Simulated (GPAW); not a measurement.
# SnTe (puckered monolayer (GeS type)): G0W0 on several meshes in GPAW

Aim: the GW shift of SnTe (puckered monolayer (GeS type)) against the k mesh.

Program: GPAW 26.7.0. Level of theory: LDA and many-body steps on it, plane waves. Results are calculated unless marked as measured.

### Step 1. The structure

The cell holds 4 atoms: 2 Sn and 2 Te. Cell: a = 4.419 Å, b = 4.416 Å, c = 13.800 Å, α = 90.0°, β = 90.0°, γ = 90.0°. Vacuum lies along c.

Structure file:

```cif
data_structure
_symmetry_space_group_name_H-M 'P 1'
_symmetry_Int_Tables_number 1
_cell_length_a 4.4192
_cell_length_b 4.4164
_cell_length_c 13.8000
_cell_angle_alpha 90.000
_cell_angle_beta 90.000
_cell_angle_gamma 90.000
_cell_volume 269.33
loop_
_atom_site_label
_atom_site_type_symbol
_atom_site_fract_x
_atom_site_fract_y
_atom_site_fract_z
_atom_site_occupancy
Sn1 Sn 0.05347 0.00000 0.59474 1
Te2 Te 0.54648 0.50000 0.61347 1
Sn3 Sn 0.55347 0.50000 0.40526 1
Te4 Te 0.04648 0.00000 0.38653 1
```

The structure was relaxed with LDA. The runs that relaxed it are not among those shown. Spin-orbit coupling is left out unless a step names it.

### Step 2. Empty states on the mesh, 6×6×1 mesh, 447 bands

This step: GPAW 26.7.0; DFT, LDA, plane waves, PAW.

The sums over transitions need many empty states on a uniform mesh; this step solves for them.

File run.py:

```python
import json
import numpy as np
from gpaw.mpi import world
from gpaw import GPAW

calc = GPAW('gs.gpw').fixed_density(kpts={'size': (6, 6, 1), 'gamma': True},
    parallel={'domain': 1, 'band': 1},
    txt='nscf.txt')
calc.diagonalize_full_hamiltonian(nbands=447)
calc.write('full.gpw', mode='all')
res = {}
kpts = calc.get_ibz_k_points()
res['kpts'] = kpts
res['eigenvalues'] = [calc.get_eigenvalues(kpt=k) for k in range(len(kpts))]
res['n_electrons'] = calc.get_number_of_electrons()

if world.rank == 0:
    with open('result.json', 'w') as f:
        json.dump(res, f, default=lambda x: x.tolist())
```

Command:

```sh
$ mpirun -n 16 gpaw python run.py
```

Numbers of over 12 decimals in the logs are rounded to 6 here.

Output:

```text
Diagonalizing LCAO Hamiltonian
Converting LCAO to pw mode
convergence criteria:
- Maximum integral of absolute [eigenst]ate change: 4e-08 eV^2 / valence electron
maximum number of iterations: 100

SCF iterations
|iter     |     time |      energy | eigst |  dens |
|iter:   1|  |             | +0.47 |       |
|iter:   2|  |             | -0.89 |       |
|iter:   3|  |             | -2.04 |       |
[...]
|iter:  15|  |             | -6.90 |       |
|iter:  16|  |             | -7.30 |       |
|iter:  17|  |             | -7.70c|       |
SCF steps: 17
  __  _  _
 | _ |_)|_||  |
 |__||  | ||/\| - 26.7.0

Input parameters:
  mode=PW(ecut=450.000000),
  convergence={'density': 1e-06, 'bands': -3},
  gpts=array([24, 24, 70]),
  kpts=MonkhorstPack(size=(6, 6, 1), gamma=True),
  maxiter=100,
  nbands=28,
  occupations=Occupations(name='fermi-dirac', width=0.001, fixmagmom=False),
  parallel={'domain': 1, 'band': 1},
  xc=XC(name='LDA')
Matrix size: 5879x5879
# Writing to full.gpw (mode='all')
  [... matrices ...]

timing:  # [seconds]
  Total: 193.877  # ━━━━━━━━━━━━━━━━━━━━━━━━━━━━━━━━━━━━━━━━━━━━━━━━━━━━━━━━━
```

Elapsed: 3.4 min, on 16 MPI ranks of AMD EPYC 7R43, shared host; peak memory 37 GiB.

Numbers from this step:

```
gap                                                           : 1.089 eV
k of the valence top                                          : 0.3333, 0, 0
k of the conduction bottom                                    : 0.1667, 0.3333, 0
least direct gap                                              : 1.303 eV
k points computed                                             : 16
lowest point of the top converged band, above the valence top : 75.2329 eV
```

On this mesh the gap is 1.089 eV.

### Step 3. 6×6×1

Now the one-shot GW correction: screening in the RPA, then the self-energy of the levels asked for.

This step: G0W0 on LDA, plane waves, PAW.

File run.py:

```python
import json
import numpy as np
from gpaw.mpi import world
from gpaw.response.g0w0 import G0W0

gw = G0W0('full.gpw',
    filename='gw',
    kpts=[0, 6, 8],
    bands=(18, 22),
    ecut=48,
    nbands=203,
    truncation='2D',
    integrate_gamma='sphere',
    q0_correction=True,
    frequencies={'type': 'nonlinear', 'domega0': 0.15, 'omega2': 15.0},
    eta=0.1,
    nblocksmax=True)
gw.calculate()
res = {mode: {k: v for k, v in r.items() if k != 'sigma_eskwn'}
       for mode, r in gw.all_results.items()}

if world.rank == 0:
    with open('result.json', 'w') as f:
        json.dump(res, f, default=lambda x: x.tolist())
```

Command:

```sh
$ mpirun -n 16 gpaw python run.py
```

Output:

```text
Using integrator: PointIntegrator
NonLinearFrequencyDescriptor(from 0.000 to 64.950 eV, 156 points)
Nonperiodic BCs:  [False False  True]
Using integrator: PointIntegrator
NonLinearFrequencyDescriptor(from 0.000 to 64.950 eV, 156 points)
Nonperiodic BCs:  [False False  True]
Applying analytical 2D correction to W:
    Evaluating Gamma point contribution to W on a 17x17x1 grid
  ___  _ _ _
 |   || | | |
 | | || | | |
 |__ ||_____|
 |___|

BZ k-points: Symmetries present (total): 2

  [... matrices ...]
36 k-points: 6 x 6 x 1 Monkhorst-Pack grid + [1/12,1/12,0.000000]
16 k-points in the irreducible part of the Brillouin zone
       k-points in crystal coordinates                weights
   0:     0.00000000    0.00000000    0.00000000          1/36
   1:     0.00000000    0.16666667    0.00000000          2/36
   2:     0.00000000    0.33333333    0.00000000          2/36
   3:     0.00000000    0.50000000    0.00000000          1/36
   4:     0.16666667    0.00000000    0.00000000          2/36
   5:     0.16666667    0.16666667    0.00000000          4/36
   6:     0.16666667    0.33333333    0.00000000          4/36
   7:     0.16666667    0.50000000    0.00000000          2/36
   8:     0.33333333    0.00000000    0.00000000          2/36
   9:     0.33333333    0.16666667    0.00000000          4/36
          ...
  15:     0.50000000    0.50000000    0.00000000          1/36

Distributing spins, k-points and bands (1 x 3 x 4) over 2 processes
Number of blocks: 8

Quasi particle states:
k-points (IBZ indices): [0, 6, 8]
Band range: (18, 22)
  [... matrices ...]
Computational parameters:
Plane wave cut-off: 48 eV
Number of bands: 203
Coulomb cutoff: 2D
Broadening: 0.1 eV

fxc modes: GW
Kernel: RPA
Using full-frequency real axis integration
Summing all q:

Calculating screened Coulomb potential
2D Coulomb truncation
NonLinearFrequencyDescriptor(from 0.000 to 64.950 eV, 156 points)
Removing empty qpoint cache files...

Calculating chi0 body with:
    Ground state adapter containing:
    Number of spins: 1
    Number of kpoints: 36
    Number of irreducible kpoints: 16
    Number of completely occupied states: 20
    Number of partially occupied states: 20
    Occupied states memory: 12.3046875 M / cpu

    Linear response parametrization:
    q_c: [1.3877787807814457e-17, 1.3877787807814457e-17, 0.0]
    Number of frequency points: 156
    Planewave cutoff: 48.0
    Number of bands: 203
    Number of planewaves: 219
    Broadening (eta): 0.1
    comm.size: 16
    kncomm.size: 2
    blockcomm.size: 8

    Memory estimate of potentially large arrays:
        chi0_wGG: 14.270622 M / cpu
Integrating chi0 body.

Symmetries of q_c:
    Direct symmetries (Uq -> q): 2
    Indirect symmetries (TUq -> q): 2
In total 4 allowed symmetries.

  [... matrices ...]
16 groups of equivalent kpoints. 55.555556% reduction.

Integral kind: spectral function
Integrating chi0 head and wings.

Symmetries of q_c:
    Direct symmetries (Uq -> q): 2
    Indirect symmetries (TUq -> q): 2
In total 4 allowed symmetries.

  [... matrices ...]
16 groups of equivalent kpoints. 55.555556% reduction.

Integral kind: spectral function wings

Calculating chi0 body with:
    Ground state adapter containing:
    Number of spins: 1
    Number of kpoints: 36
    Number of irreducible kpoints: 16
    Number of completely occupied states: 20
    Number of partially occupied states: 20
[... the further q-points ...]

Results:
f:      Occupation numbers
eps:     KS-eigenvalues [eV]
vxc:     KS vxc [eV]
exx:     Exact exchange [eV]
sigma:   Self-energies [eV]
dsigma:  Self-energy derivatives
Z:       Renormalization factors
qp:      QP-energies [eV]

k-point 0 (0): (0.000, 0.000, 0.000)                GW
band       f     eps     vxc     exx   sigma  dsigma       Z      qp
                                                                   GW
  18   1.000  -1.628 -13.501 -15.271   1.927  -0.469   0.681  -1.521
  19   1.000  -0.742 -13.440 -14.837   1.494  -0.436   0.696  -0.675
  20   0.000   1.753 -10.353  -6.512  -3.024  -0.433   0.698   2.323
  21   0.000   3.185  -9.342  -5.345  -3.561  -0.398   0.715   3.498

k-point 1 (6): (0.167, 0.333, 0.000)                GW
band       f     eps     vxc     exx   sigma  dsigma       Z      qp
                                                                   GW
  18   1.000  -0.834 -13.157 -13.579   0.732  -0.431   0.699  -0.617
  19   1.000   0.091 -14.503 -14.820   0.749  -0.409   0.710   0.398
[...]
k-point 2 (8): (0.333, 0.000, 0.000)                GW
band       f     eps     vxc     exx   sigma  dsigma       Z      qp
                                                                   GW
[...]
19   1.000   0.307 -14.356 -14.052   0.262  -0.394   0.717   0.713
  20   0.000   1.611 -12.593  -9.145  -2.549  -0.400   0.714   2.253
  21   0.000   1.656 -10.018  -6.231  -2.998  -0.401   0.714   2.220
```

Elapsed: 2.6 min, on 16 MPI ranks; peak memory 6.6 GiB; 40 min of CPU time.

Numbers from this step:

```yaml
g0w0_gap_on_the_points_computed: 1.330 eV
least_direct_g0w0_gap_on_the_computed_points: 1.506 eV
z_at_the_valence_top: 0.7172
z_at_the_conduction_bottom: 0.7129
starting_gap_on_the_mesh: 1.089 eV
k_of_the_valence_top: 0.3333, 0, 0
k_of_the_conduction_bottom: 0.1667, 0.3333, 0
```

The gap on the mesh goes from 1.09 eV to 1.33 eV, a correction of +0.24 eV.

### Step 4. Empty states on the mesh, 4×4×1 mesh, 213 bands

This step: DFT, LDA, plane waves, PAW.

File run.py:

```python
import json
import numpy as np
from gpaw.mpi import world
from gpaw import GPAW

calc = GPAW('gs.gpw').fixed_density(kpts={'size': (4, 4, 1), 'gamma': True},
    nbands=248,
    convergence={'bands': 213},
    txt='nscf.txt')
calc.write('full.gpw', mode='all')
res = {}
kpts = calc.get_ibz_k_points()
res['kpts'] = kpts
res['eigenvalues'] = [calc.get_eigenvalues(kpt=k) for k in range(len(kpts))]
res['n_electrons'] = calc.get_number_of_electrons()

if world.rank == 0:
    with open('result.json', 'w') as f:
        json.dump(res, f, default=lambda x: x.tolist())
```

Command:

```sh
$ mpirun -n 16 gpaw python run.py
```

Output:

```text
Diagonalizing LCAO Hamiltonian
Converting LCAO to pw mode
convergence criteria:
- Maximum integral of absolute [eigenst]ate change: 4e-08 eV^2 / valence electron
maximum number of iterations: 100

SCF iterations
|iter     |     time |      energy | eigst |  dens |
|iter:   1|  |             | +4.13 |       |
|iter:   2|  |             | +2.92 |       |
|iter:   3|  |             | +1.85 |       |
[...]
|iter:  14|  |             | -6.68 |       |
|iter:  15|  |             | -7.17 |       |
|iter:  16|  |             | -7.49c|       |
SCF steps: 16
  __  _  _
 | _ |_)|_||  |
 |__||  | ||/\| - 26.7.0

Input parameters:
  mode=PW(ecut=450.000000),
  convergence={'bands': 213},
  gpts=array([24, 24, 70]),
  kpts=MonkhorstPack(size=(4, 4, 1), gamma=True),
  maxiter=100,
  nbands=248,
  occupations=Occupations(name='fermi-dirac', width=0.001, fixmagmom=False),
  parallel={},
  xc=XC(name='LDA')
# Writing to full.gpw (mode='all')
  [... matrices ...]

timing:  # [seconds]
  Total: 0.296  # ━━━━━━━━━━━━━━━━━━━━━━━━━━━━━━━━━━━━━━━━━━━━━━━━━━━━━━━━━━━
```

The job ended after 51 s (16 MPI ranks; peak memory 3.2 GiB).

This step gave:

```yaml
gap: 1.335 eV
k_of_the_valence_top: 0.25, 0.25, 0
k_of_the_conduction_bottom: 0, 0.5, 0
least_direct_gap: 1.365 eV
k_points_computed: 9
lowest_point_of_the_top_converged_band_above_the_valence_top: 43.94 eV
```

On this mesh the gap is 1.335 eV.

### Step 5. 4×4×1

This step: G0W0 on LDA, plane waves, PAW.

File run.py:

```python
import json
import numpy as np
from gpaw.mpi import world
from gpaw.response.g0w0 import G0W0

gw = G0W0('full.gpw',
    filename='gw',
    kpts=[0, 2, 4, 6],
    bands=(18, 22),
    ecut=48,
    nbands=203,
    truncation='2D',
    integrate_gamma='sphere',
    q0_correction=True,
    frequencies={'type': 'nonlinear', 'domega0': 0.15, 'omega2': 15.0},
    eta=0.1,
    nblocksmax=True)
gw.calculate()
res = {mode: {k: v for k, v in r.items() if k != 'sigma_eskwn'}
       for mode, r in gw.all_results.items()}

if world.rank == 0:
    with open('result.json', 'w') as f:
        json.dump(res, f, default=lambda x: x.tolist())
```

Command:

```sh
$ mpirun -n 16 gpaw python run.py
```

Output:

```text
Using integrator: PointIntegrator
NonLinearFrequencyDescriptor(from 0.000 to 64.950 eV, 156 points)
Nonperiodic BCs:  [False False  True]
Using integrator: PointIntegrator
NonLinearFrequencyDescriptor(from 0.000 to 64.950 eV, 156 points)
Nonperiodic BCs:  [False False  True]
Applying analytical 2D correction to W:
    Evaluating Gamma point contribution to W on a 25x25x1 grid
  ___  _ _ _
 |   || | | |
 | | || | | |
 |__ ||_____|
 |___|

BZ k-points: Symmetries present (total): 2

  [... matrices ...]
16 k-points: 4 x 4 x 1 Monkhorst-Pack grid + [1/8,1/8,0.000000]
9 k-points in the irreducible part of the Brillouin zone
       k-points in crystal coordinates                weights
   0:     0.00000000    0.00000000    0.00000000          1/16
   1:     0.00000000    0.25000000    0.00000000          2/16
   2:     0.00000000    0.50000000    0.00000000          1/16
[...]
7:     0.50000000    0.25000000    0.00000000          2/16
   8:     0.50000000    0.50000000    0.00000000          1/16

Distributing spins, k-points and bands (1 x 4 x 4) over 2 processes
Number of blocks: 8

Quasi particle states:
k-points (IBZ indices): [0, 2, 4, 6]
Band range: (18, 22)
  [... matrices ...]
Computational parameters:
Plane wave cut-off: 48 eV
Number of bands: 203
Coulomb cutoff: 2D
Broadening: 0.1 eV

fxc modes: GW
Kernel: RPA
Using full-frequency real axis integration
Summing all q:

Calculating screened Coulomb potential
2D Coulomb truncation
NonLinearFrequencyDescriptor(from 0.000 to 64.950 eV, 156 points)
Removing empty qpoint cache files...

Calculating chi0 body with:
    Ground state adapter containing:
    Number of spins: 1
    Number of kpoints: 16
    Number of irreducible kpoints: 9
    Number of completely occupied states: 20
[...]
In total 4 allowed symmetries.

  [... matrices ...]
9 groups of equivalent kpoints. 43.75% reduction.

Integral kind: spectral function
Integrating chi0 head and wings.

Symmetries of q_c:
    Direct symmetries (Uq -> q): 2
    Indirect symmetries (TUq -> q): 2
In total 4 allowed symmetries.

  [... matrices ...]
9 groups of equivalent kpoints. 43.75% reduction.

Integral kind: spectral function wings

Calculating chi0 body with:
    Ground state adapter containing:
    Number of spins: 1
    Number of kpoints: 16
    Number of irreducible kpoints: 9
    Number of completely occupied states: 20
    Number of partially occupied states: 20
    Occupied states memory: 12.3046875 M / cpu

[... the further q-points ...]

Results:
f:      Occupation numbers
eps:     KS-eigenvalues [eV]
vxc:     KS vxc [eV]
exx:     Exact exchange [eV]
sigma:   Self-energies [eV]
dsigma:  Self-energy derivatives
Z:       Renormalization factors
qp:      QP-energies [eV]

k-point 0 (0): (0.000, 0.000, 0.000)                GW
band       f     eps     vxc     exx   sigma  dsigma       Z      qp
                                                                   GW
  18   1.000  -1.628 -13.501 -15.253   1.864  -0.480   0.676  -1.552
  19   1.000  -0.742 -13.440 -14.826   1.441  -0.455   0.687  -0.705
  20   0.000   1.753 -10.353  -6.510  -2.997  -0.438   0.696   2.342
[...]
k-point 1 (2): (0.000, 0.500, 0.000)                GW
band       f     eps     vxc     exx   sigma  dsigma       Z      qp
                                                                   GW
[...]
k-point 2 (4): (0.250, 0.250, 0.000)                GW
band       f     eps     vxc     exx   sigma  dsigma       Z      qp
                                                                   GW
[...]
k-point 3 (6): (0.500, 0.000, 0.000)                GW
band       f     eps     vxc     exx   sigma  dsigma       Z      qp
                                                                   GW
[...]
20   0.000   1.450 -12.549  -9.130  -2.541  -0.416   0.706   2.069
  21   0.000   1.450 -12.549  -9.130  -2.541  -0.416   0.706   2.070
```

It took 59 s on 16 MPI ranks; peak memory 6.4 GiB; 15 min of CPU time.

Numbers from this step:

* G0W0 gap on the mesh: 1.651 eV
* least direct G0W0 gap on the computed points: 1.689 eV
* Z at the valence top: 0.7054
* Z at the conduction bottom: 0.7065
* starting gap on the mesh: 1.335 eV
* k of the valence top: 0.25, 0.25, 0
* k of the conduction bottom: 0, 0.5, 0

Against G0W0 in GPAW (6×6×1 mesh, 203 bands, screening to 48 eV, full frequency, Hilbert transform), the gap moves by +0.321 eV.

### Step 6. The runs together

Times are wall times on 16 MPI ranks of AMD EPYC 7R43, shared host, good to a factor of about two.

| run | mesh | bands | screening cutoff (eV) | DFT gap (eV) | gap on the mesh (eV) | direct (eV) | time |
| --- | --- | --- | --- | --- | --- | --- | --- |
| 6×6×1 | 6×6×1 | 203 | 48 | 1.089 | 1.330 | 1.506 | 2.6 min |
| 4×4×1 | 4×4×1 | 203 | 48 | 1.335 | 1.651 | 1.689 | 59 s |

### Step 7. What came out

| Property | Result |
| --- | --- |
| 6×6×1 | 1.330 eV |
| 4×4×1 | 1.651 eV |
| known limits | not at the basis limit; no spin-orbit coupling |

4×4×1: +0.321 eV against 6×6×1, +0.246 eV of it in the start. Bands and cutoff are finite, so the gap is not at the basis limit. The miss can reach some tenths of an eV and take either sign; the mesh is an error of its own. These stock PAW sets were not made for GW; the filled d or f shell of Te lies in the frozen core, which bears on start and correction. A denser mesh or path gives a starting gap of 0.64 eV: the GW mesh misses a band edge, so its gaps are not the fundamental one. The many-body steps are scalar-relativistic: spin-orbit coupling is not in them.

[Paths, hosts, dates, memory and timing lines, banners, echoed tables and standing remarks are left out of the program output.]

[Logs are printed without paths, hosts, clocks, repeated set-up lines and the standing remarks that a program may print on its own settings, such as how far it seeks lower states.]

[Runs of the session that timed out or met a known fault of the program may be left out.]

[Hosts, paths, dates, database ids (printed as entryN), source tags and the programs' standing remarks are cut or masked in the printed files.]
